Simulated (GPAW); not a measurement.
**Does Co1 on Pd4 111 carry moments in GPAW?**

Wanted: the moments of Co1 on Pd4 111 and the energy gained by spin polarisation.

Program: GPAW 26.7.0. Level of theory: PBE; plane waves with GPAW's PAW setups, scalar-relativistic. Results are calculated unless marked as measured.

### 1. Starting point

The cell holds 5 atoms: 4 Pd and 1 Co. Its edges and angles: a = 2.751 Å, b = 2.751 Å, c = 20.710 Å, α = 90.0°, β = 90.0°, γ = 120.0°. ideal sites on the substrate's mesh, layer spacings from atomic volumes, unrelaxed, 12 A of vacuum. Vacuum lies along c.

Structure file:

```
Pd Co
1.0
     2.75065    0.00000    0.00000
    -1.37532    2.38213    0.00000
     0.00000    0.00000   20.70980
Pd Co
4 1
Direct
  0.00000 0.00000 0.28972
  0.33333 0.66667 0.39819
  0.66667 0.33333 0.50667
  0.00000 0.00000 0.61515
  0.33333 0.66667 0.71028
```

### 2. Order 1, typed as ferro +

The parallel start comes first: it fits the smallest cell, keeps the most symmetry and shows whether parallel moments form.

The input, order1.py:

```python
import json
import numpy as np
from ase import Atoms
from ase.parallel import paropen, parprint
from gpaw import GPAW

atoms = Atoms(['Pd', 'Pd', 'Pd', 'Pd', 'Co'],
    cell=[[2.750645, 0.0, 0.0],
         [-1.375323, 2.382129, 0.0],
         [0.0, 0.0, 20.7098]],
    scaled_positions=[[0.0, 0.0, 0.289718],
         [0.333333, 0.666667, 0.398194],
         [0.666667, 0.333333, 0.506669],
         [0.0, 0.0, 0.615145],
         [0.333333, 0.666667, 0.710282]],
    pbc=True,
    magmoms=[0.0, 0.0, 0.0, 0.0, 1.8])
atoms.calc = GPAW(mode={'name': 'pw', 'ecut': 450},
    xc='PBE',
    kpts={'size': (18, 18, 1), 'gamma': True},
    occupations={'name': 'fermi-dirac', 'width': 0.05},
    convergence={'density': 1e-05, 'energy': 1e-05},
    maxiter=250,
    mixer={'name': 'pulay', 'beta': 0.03, 'nmaxold': 8, 'weight': 100},
    symmetry={'tolerance': 1e-4},
    txt='order1.txt')
e = atoms.get_potential_energy(force_consistent=True)
res = {'free_energy': e, 'energy_sigma0': atoms.get_potential_energy(), 'fermi_energy': atoms.calc.get_fermi_level()}
res['moments'] = atoms.get_magnetic_moments().tolist()
res['total'] = atoms.get_magnetic_moment()
parprint('site moments (muB):', np.round(res['moments'], 3))
parprint(f"total moment: {res['total']:.3f} muB")
parprint(f'free energy: {e:.6f} eV')
atoms.calc.write('order1.gpw')
with paropen('results.json', 'w') as f:
    json.dump(res, f)
```

Command:

```console
> OMP_NUM_THREADS=1 mpirun -n 4 gpaw python order1.py > order1.log
```

Numbers of over 12 decimals in the logs are rounded to 6 here.

Log:

```text
site moments (muB): [0.053 0.086 0.214 0.364 2.039]
total moment: 2.703 muB
free energy: -21.938078 eV

--- order1.txt ---
Input parameters:
  mode=PW(ecut=450),
  convergence={'density': 1e-05, 'energy': 1e-05},
  kpts=MonkhorstPack(size=(18, 18, 1), gamma=True),
  maxiter=250,
  mixer=Pulay(name='pulay', nmaxold=8, beta=0.03, weight=100, sigma=0.015, g_ss=None),
  occupations=Occupations(name='fermi-dirac', width=0.05),
  symmetry=Symmetry(tolerance=0.0001),
  xc=XC(name='PBE')

Diagonalizing LCAO Hamiltonian
Converting LCAO to pw mode

        Co

       Pd

           Pd

        Pd

       Pd

Atoms  # Å, Bohr magnetons
|   | symbol |         x |        y |         z |    initial magnetic moments |
|---|--------|-----------|----------|-----------|-----------------------------|
| 0 |     Pd |  0.000000 | 0.000000 |  6.000002 | ( 0.0000,  0.0000,  0.0000) |
| 1 |     Pd | -0.000002 | 1.588087 |  8.246518 | ( 0.0000,  0.0000,  0.0000) |
| 2 |     Pd |  1.375324 | 0.794042 | 10.493014 | ( 0.0000,  0.0000,  0.0000) |
| 3 |     Pd |  0.000000 | 0.000000 | 12.739530 | ( 0.0000,  0.0000,  0.0000) |
| 4 |     Co | -0.000002 | 1.588087 | 14.709798 | ( 0.0000,  0.0000,  1.8000) |

Unit cell  # Å
| periodic |         x |        y |         z |   lengths |     angles |
|----------|-----------|----------|-----------|-----------|------------|
|      yes |  2.750645 | 0.000000 |  0.000000 |  2.750645 |  90.000000 |
|      yes | -1.375323 | 2.382129 |  0.000000 |  2.750646 |  90.000000 |
|      yes |  0.000000 | 0.000000 | 20.709800 | 20.709800 | 120.000003 |

Number of symmetries: 6

BZ-sampling:
  Number of BZ points: 324
  Number of IBZ points: 37

  Monkhorst-Pack size: [18, 18, 1]
  Monkhorst-Pack shift: [0.027778, 0.027778, 0.0]

K-points  # in reciprocal-cell coordinates
|     |                                coordinates |     weight |
|-----|--------------------------------------------|------------|
|   0 | ( -0.00000000,  -0.00000000,   0.00000000) | 0.00308642 |
|   1 | (  0.05555556,  -0.00000000,   0.00000000) | 0.01851852 |
|   2 | (  0.11111111,  -0.05555556,   0.00000000) | 0.01851852 |
|   3 | (  0.11111111,  -0.00000000,   0.00000000) | 0.01851852 |
|   4 | (  0.16666667,  -0.05555556,   0.00000000) | 0.03703704 |
|   5 | (  0.16666667,  -0.00000000,   0.00000000) | 0.01851852 |
|   6 | (  0.22222222,  -0.11111111,   0.00000000) | 0.01851852 |
|   7 | (  0.22222222,  -0.05555556,   0.00000000) | 0.03703704 |
|   8 | (  0.22222222,  -0.00000000,   0.00000000) | 0.01851852 |
|   9 | (  0.27777778,  -0.11111111,   0.00000000) | 0.03703704 |
| ... |                                            |            |
|  36 | (  0.50000000,   0.50000000,   0.00000000) | 0.00925926 |

Plane wave coefficients: 2963
Cutoff: 450.000000 eV

Spin-components: 2 (collinear spins)
Bands:           49
Projectors:      30
Spin-degeneracy: 1
Datatype:        complex128

Parallelization:
  kpt:    4
  domain: 1
  band:   1

Density:
  Valence electrons: 73.0
  Components: 2
  Grid points: [ 14  14 105]
  Charge: 0.0  # |e|

Potential:
  Grid points: [ 14  14 105]

species:
  Pd:
    name:    Palladium
    Z:       46.0
    valence: 16
    core:    30
    charge:  0.0  # [|e|]
    compensation charges:
      type: gauss
      rc: 0.38  # [Å]
      lmax: 2
    cutoffs:
      filter: 2.38  # [Å]
      core: 2.28  # [Å]
    projectors
    | kind |    occ | energy [eV] | rcut [Å] |
    |------|--------|-------------|----------|
    |   5s |  0.000 |      -3.315 |    1.228 |
    |   4p |  6.000 |     -51.209 |    1.360 |
    |   5p |  0.000 |      -0.314 |    1.360 |
    |   4d | 10.000 |      -4.047 |    1.228 |
    |    s |        |      23.896 |    1.228 |
    |    d |        |      23.165 |    1.228 |

    Using partial waves for Pd as LCAO basis

  Co:
    name:    Cobalt
    Z:       27.0
    valence: 9
    core:    18
    charge:  0.0  # [|e|]
    compensation charges:
      type: gauss
      rc: 0.32  # [Å]
      lmax: 2
    cutoffs:
      filter: 1.87  # [Å]
      core: 2.55  # [Å]
    projectors
    | kind |    occ | energy [eV] | rcut [Å] |
    |------|--------|-------------|----------|
    |   4s |  2.000 |      -5.469 |    1.005 |
    |   4p |  0.000 |      -1.277 |    1.058 |
    |   3d |  7.000 |      -8.205 |    1.005 |
    |    s |        |      21.742 |    1.005 |
    |    p |        |      25.934 |    1.058 |
    |    d |        |      19.007 |    1.005 |

    Using partial waves for Co as LCAO basis

Reference energy: -586812.672778  # eV

eigensolver:
  PPCG
  Converge bands: occupied
  niter=2

density mixing:
  Pulay-Mixer
  Linear mixing parameters: 0.03
  Old densities: 8
  Fourier metric: weight=100, sigma=0.015

occupation numbers:
  Fermi-Dirac:
    width: 0.0500  # eV

poisson solver:
  ecut: 3600.000000  # eV

xc functional:
  name: PBE with 2 nearest neighbor stencil

convergence criteria:
- Maximum integral of absolute [dens]ity change: 1e-05 electrons / valence electron
- Maximum [total energy] change in last 3 cyles: 1e-05 eV / valence electron
- Maximum integral of absolute [eigenst]ate change: 4e-08 eV^2 / valence electron
maximum number of iterations: 250

SCF iterations
|iter     |      energy | eigst |  dens |  magmom |
|---------|-------------|-------|-------|---------|
|iter:   1|       0s |  -40.899796 | +0.31 |       |  +1.8011|
|iter:   2|       4s |  -37.971693 | -0.53 | -0.71 |  +1.7514|
|iter:   3|       9s |  -26.011765 | -1.10 | -0.82 |  +1.7537|
|iter:   4|      14s |  -24.755547 | -1.38 | -0.87 |  +1.7262|
|iter:   5|      18s |  -24.375071 | -1.87 | -1.02 |  +1.7563|
|iter:   6|      23s |  -26.947787 | -1.06 | -0.96 |  +1.7326|
|iter:   7|      27s |  -23.546294 | -1.51 | -0.99 |  +1.7328|
|iter:   8|      32s |  -24.316722 | -1.26 | -1.19 |  +1.7069|
|iter:   9|      37s |  -22.272478 | -1.78 | -1.08 |  +1.7211|
|iter:  10|      41s |  -22.200588 | -2.83 | -1.41 |  +1.7228|
[... 54 iterations left out ...]
|iter:  65|     286s |  -21.905566c| -7.42c| -4.35 |  +2.7006|
|iter:  66|     290s |  -21.905568c| -7.44c| -4.36 |  +2.7034|
|iter:  67|     295s |  -21.905571c| -7.20 | -4.42 |  +2.7071|
|iter:  68|     297s |  -21.905571c| -7.87c| -4.43 |  +2.7079|
|iter:  69|     299s |  -21.905570c| -7.72c| -4.49 |  +2.7069|
|iter:  70|     304s |  -21.905569c| -7.55c| -4.55 |  +2.7044|
|iter:  71|     306s |  -21.905568c| -8.00c| -4.67 |  +2.7037|
|iter:  72|     308s |  -21.905567c| -8.22c| -4.78 |  +2.7041|
|iter:  73|     310s |  -21.905567c| -8.24c| -4.88 |  +2.7035|
|iter:  74|     312s |  -21.905567c| -8.61c| -5.09c|  +2.7033|

Converged in 74 steps
Energy contributions relative to reference atoms: (reference = -586812.672778)

Energy contributions:
  Kinetic:           0.267720
  Coulomb:         -16.849717
  Zero:             -0.369110
  External:          0.000000
  Xc:               -4.921949
  Entropy:          -0.065022
  Spinorbit:         0.000000
  ----------------------------
  Free energy:     -21.938078
  Extrapolated:    -21.905567

dipole moment: (-10.232923, -12.923350, 0.043725)  # |e|*Ang

Total magnetic moment: (0.000000, 0.000000, 2.703269)

Local magnetic moments
|        x |        y |        z |
|----------|----------|----------|
| 0.000000 | 0.000000 | 0.052967 |  # Pd   0
| 0.000000 | 0.000000 | 0.086323 |  # Pd   1
| 0.000000 | 0.000000 | 0.214409 |  # Pd   2
| 0.000000 | 0.000000 | 0.364468 |  # Pd   3
| 0.000000 | 0.000000 | 2.039415 |  # Co   4

Fermi level: 2.691
Eigenvalues  # (at kpt = [-0.000, -0.000, 0.000])
| band index |      eig [eV] | occ [0-1] |      eig [eV] | occ [0-1] |
|------------|---------------|-----------|---------------|-----------|
|          0 |       -47.900 |     1.000 |       -47.534 |     1.000 |
|        ... |               |           |               |           |
|         32 |         1.199 |     1.000 |         1.961 |     1.000 |
|         33 |         1.314 |     1.000 |         1.961 |     1.000 |
|         34 |         1.314 |     1.000 |         2.025 |     1.000 |
|         35 |         1.562 |     1.000 |         2.425 |     0.995 |
|         36 |         1.562 |     1.000 |         2.425 |     0.995 |
|         37 |         2.002 |     1.000 |         2.589 |     0.886 |
|         38 |         2.002 |     1.000 |         2.589 |     0.886 |
|         39 |         2.528 |     0.963 |         3.050 |     0.001 |
|         40 |         2.528 |     0.963 |         3.189 |     0.000 |
|         41 |         3.009 |     0.002 |         3.189 |     0.000 |
|         42 |         3.896 |     0.000 |         3.910 |     0.000 |
|         43 |         7.298 |     0.000 |         7.289 |     0.000 |
|         44 |         8.187 |     0.000 |         8.199 |     0.000 |
|         45 |         9.657 |     0.000 |         9.727 |     0.000 |
|         46 |        12.051 |     0.000 |        12.110 |     0.000 |
|         47 |        12.086 |     0.000 |        12.158 |     0.000 |
|         48 |        15.494 |     0.000 |        15.541 |     0.000 |

No gap
No difference between direct/indirect transitions
```

The job ended after 5.4 min (4 MPI ranks of Arm Neoverse V1, shared host; peak memory 0.98 GiB).

Spin moment in the augmentation sphere by atom:

```
atom  spin moment in the augmentation sphere (μB)
 Pd1                                         0.05
 Pd2                                         0.09
 Pd3                                         0.21
 Pd4                                         0.36
 Co5                                         2.04
```

This step gave:

- magnetization: 2.703 μB
- final state: ferromagnetic

After 74 cycles the largest moment stands at 2.04 μB.

### 3. Order 2, typed as no spin polarisation

A run without seeds gives the energy of the state without moments.

nospin.py is the script of step 2 with these lines changed:

```diff
@@ -15,4 +15,3 @@
          [0.333333, 0.666667, 0.710282]],
-    pbc=True,
-    magmoms=[0.0, 0.0, 0.0, 0.0, 1.8])
+    pbc=True)
 atoms.calc = GPAW(mode={'name': 'pw', 'ecut': 450},
@@ -25,11 +24,7 @@
     symmetry={'tolerance': 1e-4},
-    txt='order1.txt')
+    txt='nospin.txt')
 e = atoms.get_potential_energy(force_consistent=True)
 res = {'free_energy': e, 'energy_sigma0': atoms.get_potential_energy(), 'fermi_energy': atoms.calc.get_fermi_level()}
-res['moments'] = atoms.get_magnetic_moments().tolist()
-res['total'] = atoms.get_magnetic_moment()
-parprint('site moments (muB):', np.round(res['moments'], 3))
-parprint(f"total moment: {res['total']:.3f} muB")
 parprint(f'free energy: {e:.6f} eV')
-atoms.calc.write('order1.gpw')
+atoms.calc.write('nospin.gpw')
 with paropen('results.json', 'w') as f:
```

Command:

```console
> OMP_NUM_THREADS=1 mpirun -n 4 gpaw python nospin.py > nospin.log
```

Log:

```text
free energy: -21.365745 eV

--- nospin.txt ---
Input parameters:
  mode=PW(ecut=450),
  convergence={'density': 1e-05, 'energy': 1e-05},
  kpts=MonkhorstPack(size=(18, 18, 1), gamma=True),
  maxiter=250,
  mixer=Pulay(name='pulay', nmaxold=8, beta=0.03, weight=100, sigma=0.015, g_ss=None),
  occupations=Occupations(name='fermi-dirac', width=0.05),
  symmetry=Symmetry(tolerance=0.0001),
  xc=XC(name='PBE')

Diagonalizing LCAO Hamiltonian
Converting LCAO to pw mode

        Co

       Pd

           Pd

        Pd

       Pd

Atoms  # Å, Bohr magnetons
|   | symbol |         x |        y |         z |    initial magnetic moments |
|---|--------|-----------|----------|-----------|-----------------------------|
| 0 |     Pd |  0.000000 | 0.000000 |  6.000002 | ( 0.0000,  0.0000,  0.0000) |
| 1 |     Pd | -0.000002 | 1.588087 |  8.246518 | ( 0.0000,  0.0000,  0.0000) |
| 2 |     Pd |  1.375324 | 0.794042 | 10.493014 | ( 0.0000,  0.0000,  0.0000) |
| 3 |     Pd |  0.000000 | 0.000000 | 12.739530 | ( 0.0000,  0.0000,  0.0000) |
| 4 |     Co | -0.000002 | 1.588087 | 14.709798 | ( 0.0000,  0.0000,  0.0000) |

Unit cell  # Å
| periodic |         x |        y |         z |   lengths |     angles |
|----------|-----------|----------|-----------|-----------|------------|
|      yes |  2.750645 | 0.000000 |  0.000000 |  2.750645 |  90.000000 |
|      yes | -1.375323 | 2.382129 |  0.000000 |  2.750646 |  90.000000 |
|      yes |  0.000000 | 0.000000 | 20.709800 | 20.709800 | 120.000003 |

Number of symmetries: 6

BZ-sampling:
  Number of BZ points: 324
  Number of IBZ points: 37

  Monkhorst-Pack size: [18, 18, 1]
  Monkhorst-Pack shift: [0.027778, 0.027778, 0.0]

Plane wave coefficients: 2963
Cutoff: 450.000000 eV

Spin-components: 1 (collinear spins)
Bands:           48
Projectors:      30
Spin-degeneracy: 2
Datatype:        complex128

Parallelization:
  kpt:    4
  domain: 1
  band:   1

Density:
  Valence electrons: 73.0
  Components: 1
  Grid points: [ 14  14 105]
  Charge: 0.0  # |e|

Potential:
  Grid points: [ 14  14 105]

[... setups left out ...]
Reference energy: -586812.672778  # eV

eigensolver:
  PPCG
  Converge bands: occupied
  niter=2

density mixing:
  Pulay-Mixer
  Linear mixing parameters: 0.03
  Old densities: 8
  Fourier metric: weight=100, sigma=0.015

occupation numbers:
  Fermi-Dirac:
    width: 0.0500  # eV

poisson solver:
  ecut: 3600.000000  # eV

xc functional:
  name: PBE with 2 nearest neighbor stencil

convergence criteria:
- Maximum integral of absolute [dens]ity change: 1e-05 electrons / valence electron
- Maximum [total energy] change in last 3 cyles: 1e-05 eV / valence electron
- Maximum integral of absolute [eigenst]ate change: 4e-08 eV^2 / valence electron
maximum number of iterations: 250

SCF iterations
|iter     |      energy | eigst |  dens |
|---------|-------------|-------|-------|
|iter:   1|       0s |  -41.669187 | +0.32 |       |
|iter:   2|       2s |  -37.739531 | -0.51 | -0.76 |
|iter:   3|       4s |  -26.255304 | -1.08 | -0.86 |
|iter:   4|       7s |  -24.398304 | -1.51 | -0.91 |
|iter:   5|       9s |  -25.088421 | -1.80 | -1.08 |
|iter:   6|      11s |  -29.628809 | -1.06 | -0.94 |
|iter:   7|      14s |  -26.115020 | -1.86 | -0.97 |
|iter:   8|      16s |  -21.636592 | -1.28 | -1.07 |
|iter:   9|      18s |  -21.576395 | -2.57 | -1.54 |
|iter:  10|      21s |  -21.767368 | -1.95 | -1.61 |
[... 21 iterations left out ...]
|iter:  32|      72s |  -21.305053c| -7.30 | -4.18 |
|iter:  33|      73s |  -21.305051c| -7.49c| -4.27 |
|iter:  34|      75s |  -21.305056c| -7.69c| -4.30 |
|iter:  35|      78s |  -21.305052c| -7.73c| -4.46 |
|iter:  36|      79s |  -21.305050c| -8.12c| -4.75 |
|iter:  37|      80s |  -21.305051c| -8.33c| -4.79 |
|iter:  38|      81s |  -21.305050c| -8.00c| -4.84 |
|iter:  39|      82s |  -21.305050c| -8.21c| -4.92 |
|iter:  40|      83s |  -21.305050c| -7.99c| -4.99 |
|iter:  41|      84s |  -21.305051c| -8.23c| -5.24c|

Converged in 41 steps
Energy contributions relative to reference atoms: (reference = -586812.672778)

Energy contributions:
  Kinetic:          -3.683415
  Coulomb:         -13.554393
  Zero:             -0.362862
  External:          0.000000
  Xc:               -3.643686
  Entropy:          -0.121390
  Spinorbit:         0.000000
  ----------------------------
  Free energy:     -21.365745
  Extrapolated:    -21.305051

dipole moment: (-10.196609, -12.952534, 0.018813)  # |e|*Ang

Fermi level: 2.583
Eigenvalues  # (at kpt = [-0.000, -0.000, 0.000])
| band index |      eig [eV] | occ [0-2] |
|------------|---------------|-----------|
|          0 |       -47.843 |     2.000 |
|        ... |               |           |
|         31 |         1.360 |     2.000 |
|         32 |         1.616 |     2.000 |
|         33 |         1.716 |     2.000 |
|         34 |         1.716 |     2.000 |
|         35 |         1.926 |     2.000 |
|         36 |         1.926 |     2.000 |
|         37 |         2.391 |     1.958 |
|         38 |         2.391 |     1.958 |
|         39 |         2.677 |     0.266 |
|         40 |         2.677 |     0.266 |
|         41 |         3.108 |     0.000 |
|         42 |         3.869 |     0.000 |
|         43 |         7.359 |     0.000 |
|         44 |         8.221 |     0.000 |
|         45 |         9.720 |     0.000 |
|         46 |        12.038 |     0.000 |
|         47 |        12.157 |     0.000 |

No gap
No difference between direct/indirect transitions
```

The job ended after 91 s (4 MPI ranks; peak memory 0.84 GiB; 6.1 min of CPU time).

Numbers from this step:

```
final state : non-magnetic (no spin polarisation)
```

It lies 572 meV a seeded atom over the first start.

### 4. The states side by side

These are free energies at a smearing of 0.05 eV, so its entropy term is in the differences. They are divided by the number of seeded atoms, so that cells of unlike size compare.

Orders:

| start | final state | typed order kept | energy over the lowest (meV a seeded atom) | largest site moment (μB) | net moment (μB a primitive cell) | mesh matched | CPU time (s) |
| --- | --- | --- | --- | --- | --- | --- | --- |
| ferro + | ferromagnetic | yes | 0 | 2.039 | 2.703 | yes | 1289 |
| no spin polarisation | non-magnetic | - | 572.3 | 0 | 0 | yes | 363.9 |

### 5. Summary of results

```json
{"lower run": "with moments", "largest site moment": "2.04 μB", "energy gained by spin polarisation": "572 meV a seeded atom"}
```

The crystal holds moments, up to 2.04 μB, and gains 572 meV a seeded atom by them. No antiferromagnetic order was tried, so the session says nothing on how the moments order.

[Logs and program files are shortened in this print: banners, set-up blocks, solver, clock and traceback lines can be left out without a mark of their own.]

[Logs are printed without paths, hosts, clocks, repeated set-up lines and the standing remarks that a program may print on its own settings, such as how far it seeks lower states.]

[Hosts, paths, dates, database ids (printed as entryN), source tags and the programs' standing remarks are cut or masked in the printed files.]

[Where a cell is said to come from a database of computed structures, the database is the Materials Project.]
